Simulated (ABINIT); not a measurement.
Crystal: ScAl3.

```
CELL_PARAMETERS angstrom
4.08781 0.00000 0.00000
0.00000 4.08781 0.00000
0.00000 0.00000 4.08781
ATOMIC_POSITIONS crystal
Sc 0.00000 0.00000 0.00000
Al 0.50000 0.50000 0.00000
Al 0.00000 0.50000 0.50000
Al 0.50000 0.00000 0.50000
```

The cell is a database's computed one.

Program: ABINIT 10.8.3 (patched build). Alike in all runs: task band structure; no spin polarisation; cell as given; k mesh 7 × 7 × 7; smearing fermi-dirac 0.05 eV.

Question: Order these runs on this cell by their pressure, lowest first.
A. level HCTH407; potentials or basis JTH PAW PBE v2.0; cutoff (eV) 544; fine-grid cutoff 1088.46 eV
B. level AM05; potentials or basis JTH PAW PBE v2.0; cutoff (eV) 544; fine-grid cutoff 1088.46 eV
C. level PBE; potentials or basis PseudoDojo NC SR PBE v0.5 standard; cutoff (eV) 1061
D. level LDA; potentials or basis PseudoDojo NC SR LDA v0.4 stringent; cutoff (eV) 1061

Answer: A (-5.7 GPa), D (-4.0 GPa), B (-1.3 GPa), C (0.9 GPa).

Caveats: the PAW data sets were made with another functional, which shifts forces and pressure a little (some runs).
